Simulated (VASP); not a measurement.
# C (Fd-3m) in VASP: G0W0 quasiparticle levels with PBEsol

Aim: the G0W0 quasiparticle levels of C with PBEsol.

Everything below comes from runs of VASP 6.6.1. Logs are shortened: lines on timing, memory, paths and dates and some standing lists are left out, and cuts for length are marked.

### Step 1. The structure

The structure is cubic, space group Fd-3m (No. 227). The conventional cell has a = 3.567 Å, b = 3.567 Å, c = 3.567 Å, α = 90.00°, β = 90.00°, γ = 90.00°. Around C (site symmetry -43m) lie 4 C at 1.54 Å.

This isn't the form of C at room conditions, which is graphite.

### Step 2. G0W0 quasiparticle levels, PBEsol

POSCAR

```
C
1.0
    0.0000000000      1.7833700000      1.7833700000
    1.7833700000      0.0000000000      1.7833700000
    1.7833700000      1.7833700000      0.0000000000
C
2
Direct
    0.0000000000      0.0000000000      0.0000000000
    0.2500000000      0.2500000000      0.2500000000
```

INCAR.step1

```
PREC = Accurate ; ENCUT = 450
EDIFF = 1E-8 ; ISMEAR = 0
SIGMA = 0.01 ; LREAL = False
LASPH = True ; NELM = 60
ALGO = Fast ; LWAVE = True
LCHARG = False ; GGA = PS
KPAR = 8
```

INCAR.step2

```
PREC = Accurate ; ENCUT = 450
EDIFF = 1E-8 ; ISMEAR = 0
SIGMA = 0.01 ; LREAL = False
LASPH = True ; NELM = 1
ALGO = Exact ; LWAVE = True
LCHARG = False ; GGA = PS
NBANDS = 48 ; LOPTICS = True
ISTART = 1 ; KPAR = 8
```

INCAR.step3

```
PREC = Accurate ; ENCUT = 450
EDIFF = 1E-8 ; ISMEAR = 0
SIGMA = 0.01 ; LREAL = False
LASPH = True ; ALGO = EVGW0
LWAVE = False ; LCHARG = False
GGA = PS ; NELMGW = 1
NBANDS = 48 ; ENCUTGW = 80
NOMEGA = 50 ; PRECFOCK = Fast
ISTART = 1 ; NBANDSGW = 12
KPAR = 8
```

KPOINTS

```
regular mesh
0
Gamma
  6 6 6
```

Potentials or basis: VASP PAW PBE potentials, release 64 (C_GW).

Command:

```
$ cat potpaw_PBE.64/C_GW/POTCAR > POTCAR
$ cp INCAR.step1 INCAR
$ mpirun -np 8 vasp_std > vasp.out
$ cp INCAR.step2 INCAR
$ mpirun -np 8 vasp_std > vasp.out
$ cp INCAR.step3 INCAR
$ mpirun -np 8 vasp_std > vasp.out
```

OUTCAR:

```text
PREC = Accurate
   ENCUT = 450
   EDIFF = 1E-8
   ISMEAR = 0
   LREAL = False
   LASPH = True
   GGA = PS
   NELMGW = 1
   ENCUTGW = 80
   PRECFOCK = Fast
   ISTART = 1

 ion  position               nearest neighbor table
   1  0.000  0.000  0.000-   2 1.54   2 1.54   2 1.54   2 1.54
   2  0.250  0.250  0.250-   1 1.54   1 1.54   1 1.54   1 1.54

  LATTYP: Found a face centered cubic cell.
 ALAT       =     3.5667400000

  Lattice vectors:

 A1 = (   0.0000000000,   1.7833700000,   1.7833700000)
 A2 = (   1.7833700000,   0.0000000000,   1.7833700000)
 A3 = (   1.7833700000,   1.7833700000,   0.0000000000)

Analysis of symmetry for initial positions (statically):
=====================================================================
 Subroutine PRICEL returns:
 Original cell was already a primitive cell.

 Routine SETGRP: Setting up the symmetry group for a
 face centered cubic supercell.

 Subroutine GETGRP returns: Found 48 space group operations
 (whereof 24 operations were pure point group operations)
 out of a pool of 48 trial point group operations.

The static configuration has the point symmetry T_d .
 The point group associated with its full space group is O_h .

Analysis of symmetry for dynamics (positions and initial velocities):
=====================================================================
 Subroutine PRICEL returns:
 Original cell was already a primitive cell.

 Routine SETGRP: Setting up the symmetry group for a
 face centered cubic supercell.

 Subroutine GETGRP returns: Found 48 space group operations
 (whereof 24 operations were pure point group operations)
 out of a pool of 48 trial point group operations.

The dynamic configuration has the point symmetry T_d .
 The point group associated with its full space group is O_h .

 Subroutine INISYM returns: Found 48 space group operations
 (whereof 24 operations are pure point group operations),
 and found     1 'primitive' translations

----------------------------------------------------------------------------------------

                                     Primitive cell

  volume of cell :      11.3437
[... 80 lines left out ...]
   EDIFF  = 0.1E-07   stopping-criterion for ELM
   LREAL  =      F    real-space projection
   EDIFFG = 0.1E-06   stopping-criterion for IOM
   NSW    =      0    number of steps for IOM
   IBRION =     -1    ionic relax: 0-MD 1-quasi-New 2-CG
   NFREE  =      0    steps in history (QN), initial steepest desc. (CG)
   ISIF   =      0    stress and relaxation
   ISYM   =      3    0-nonsym 1-usesym 2-fastsym
   POTIM  = 0.5000    time-step for ionic-motion
   TEBEG  =    0.0;   TEEND  =   0.0 temperature during run
   PSTRESS=    0.0 pullay stress
   NELECT =       8.0000    total number of electrons
   NUPDOWN=      -1.0000    fix difference up-down
   EMIN   =  10.00;   EMAX   =-10.00  energy-range for DOS
   EFERMI =   0.00;   METHOD = LEGACY
   ISMEAR =     0;   SIGMA  =   0.01  broadening in eV -4-tet -1-fermi 0-gaus
   EFERMI_NEDOS =   21; number of points for ismear=-14 and -15
   IALGO  =     38    algorithm
   IMIX   =      4    mixing-type and parameters
     AMIX     =   0.40;   BMIX     =  1.00
     AMIX_MAG =   1.60;   BMIX_MAG =  1.00
  volume/ion in A,a.u.               =       5.67        38.28
  Fermi-wavevector in a.u.,A,eV,Ry     =   1.457203  2.753714 28.891161  2.123440
  Thomas-Fermi vector in A             =   2.574032
   LORBIT       =      0    0 simple, 1 ext, 2 COOP (PROOUT), +10 PAW based schemes
   GGA     = PS    functional components
   LHFCALC =     T    Hartree Fock is set to
   PRECFOCK=fast      Normal, Fast or Accurate (Low or Medium for compatibility)
   ENCUT4O =  -1.0   cutoff for four orbital integrals eV
   NKREDX  =     1    reduce k-point grid by
   NKREDY  =     1    reduce k-point grid by
   NKREDZ  =     1    reduce k-point grid by
   AEXX    =    1.0000 exact exchange contribution
   HFSCREEN=    0.0000 screening length (either q_TF or 0.3 A-1)
   HFSCREENC=   0.0000 screening length for correlation (either q_TF or 0.3 A-1)
   ENCUTFOCK=  -1.0 apply spherical cutoff to Coloumb kernel
   IVDW    =     0    specifies the selected vdW correction
   LEPSILON=     F    determine dielectric tensor
   LRPA    =     F    only Hartree local field effects (RPA)
   LRPAFORCE           =     F    calculate RPA forces
   ENCUTGW             =  80.0    cutoff for response function in eV
   ENCUTGWSOFT         =  64.0    soft cutoff for Coulomb kernel in GW response function in eV
   ENCUTLF             =  -1.0    cutoff for local field effects
   NELMGW              =     1    number of iterations in solving QP/BSE equation
   NELMHF              =     1    number of iterations in the inner HF iteration
   NKREDLFX            =     1    NKREDLFY  =   1   NKREDLFZ  =   1
 non-spin polarized calculation
 Gauss-broadening in eV      SIGMA  =   0.01
  energy-cutoff  :      450.00
  volume of cell :       11.34
 maximum number of plane-waves:       259
 NGX is ok and might be reduce to    18
  NGX = 12; NGY = 12; NGZ = 12
   NGX =  9   NGY =  9   NGZ =  9
 maximum number of plane-waves:        22
 NGX is ok and might be reduce to    10

 QP shifts <psi_nk| G(iteration)W_0 |psi_nk>: iteration 1
 for sc-GW calculations column KS-energies equals QP-energies in previous step
 and V_xc(KS)=  KS-energies - (<T + V_ion + V_H > + <T+V_H+V_ion>^1  + <V_x>^1)

 k-point   1 :       0.0000    0.0000    0.0000
  band No.  KS-energies  QP-energies   sigma(KS)   V_xc(KS)     V^pw_x(r,r')   Z            occupation Imag(sigma)

      1     -11.7759     -13.0332     -16.4314     -14.7681     -25.3767       0.7559       2.0000       1.4484
      2       9.7435       9.6042     -16.8915     -16.7236     -19.1331       0.8298       2.0000       0.0747
      3       9.7435       9.6042     -16.8915     -16.7236     -19.1331       0.8298       2.0000       0.0747
      4       9.7435       9.6042     -16.8915     -16.7236     -19.1331       0.8298       2.0000       0.0747
      5      15.2866      16.6455     -13.8777     -15.5235      -9.3164       0.8257       0.0000      -0.0894
      6      15.2866      16.6455     -13.8777     -15.5235      -9.3164       0.8257       0.0000      -0.0894
      7      15.2866      16.6455     -13.8777     -15.5235      -9.3164       0.8257       0.0000      -0.0894
      8      23.1070      24.3646     -14.6227     -16.2342      -7.7229       0.7804       0.0000      -0.2176
      9      28.7051      29.3865     -11.4125     -12.2570      -4.3804       0.8070       0.0000      -0.3853
     10      36.2160      37.4366     -12.4630     -13.9415      -5.9037       0.8256       0.0000      -0.5594
     11      36.2160      37.4366     -12.4630     -13.9415      -5.9037       0.8256       0.0000      -0.5594
     12      36.9949      37.9414     -10.6953     -11.8363      -3.2835       0.8295       0.0000      -1.0176
[... 228 lines left out ...]
      1      -2.4716      -3.4441     -16.9980     -15.7163     -23.3075       0.7588       2.0000       0.3866
      2      -2.4716      -3.4441     -16.9980     -15.7163     -23.3075       0.7588       2.0000       0.3866
      3       1.8601       1.1354     -16.0432     -15.1301     -20.2142       0.7937       2.0000       0.1651
      4       1.8601       1.1354     -16.0432     -15.1301     -20.2142       0.7937       2.0000       0.1651
      5      17.8357      18.9695     -12.9431     -14.3169      -7.6253       0.8253       0.0000      -0.1164
      6      17.8357      18.9695     -12.9431     -14.3169      -7.6253       0.8253       0.0000      -0.1164
      7      24.2211      25.9291     -14.0155     -16.2064      -6.9493       0.7796       0.0000      -0.2573
      8      24.2211      25.9291     -14.0155     -16.2064      -6.9493       0.7796       0.0000      -0.2573
      9      31.3047      32.8935     -13.3722     -15.3992      -5.4957       0.7838       0.0000      -0.5762
     10      31.3047      32.8935     -13.3722     -15.3992      -5.4957       0.7838       0.0000      -0.5762
     11      40.2375      41.4479     -12.0721     -13.5706      -4.2427       0.8077       0.0000      -1.0575
     12      40.2375      41.4479     -12.0721     -13.5706      -4.2427       0.8077       0.0000      -1.0575
```

OUTCAR.step1:

```text
PREC = Accurate
   ENCUT = 450
   EDIFF = 1E-8
   ISMEAR = 0
   LREAL = False
[... 391 lines left out ...]
      0.00000      0.00000      0.00000         0.000000      0.000000      0.000000
      0.89168      0.89168      0.89168        -0.000000     -0.000000     -0.000000
 -----------------------------------------------------------------------------------
    total drift:                               -0.000000      0.000000     -0.000000

  FREE ENERGIE OF THE ION-ELECTRON SYSTEM (eV)
  ---------------------------------------------------
  free  energy   TOTEN  =       -19.2363295737 eV

  energy  without entropy=      -19.2363295737  energy(sigma->0) =      -19.23632957
```

OUTCAR.step2:

```text
PREC = Accurate
   ENCUT = 450
   EDIFF = 1E-8
   ISMEAR = 0
   LREAL = False
[... 852 lines left out ...]
     0.00000     6.35733     6.35733     6.35733    -0.00000    -0.00000     0.00000
     1.81923     6.54534     6.54534     6.54534    -0.00000    -0.00000     0.00000
     3.63846     7.28316     7.28316     7.28316    -0.00000    -0.00000     0.00000
     5.45768     8.59800     8.59800     8.59800    -0.00000    -0.00000     0.00000
     7.27691    15.08046    15.08046    15.08046    -0.00000    -0.00000     0.00000
     9.09614    11.43912    11.43912    11.43912    -0.00000    -0.00000     0.00000
[... 92 lines left out ...]
   178.28436     0.96831     0.96831     0.96831     0.00000     0.00000    -0.00000
   180.10359     0.96898     0.96898     0.96898     0.00000     0.00000    -0.00000
```

It took 18 s on 8 MPI ranks of Intel Xeon Platinum 8375C at 2.90GHz (Ice Lake), shared host; peak memory 0.18 GiB.

Results:

```yaml
Band_gap_on_the_k_mesh_mean-field_level: 4.04 eV, indirect (least direct gap 5.54 eV)
Quasiparticle_gap: 5.11 eV
Least_direct_quasiparticle_gap: 7.04 eV
```

Caveat: the k mesh is coarse (spacing up to 0.51 Å⁻¹), so the values aren't converged; bands, screening cutoff and mesh are small and nothing is extrapolated, so the quasiparticle values aren't converged.
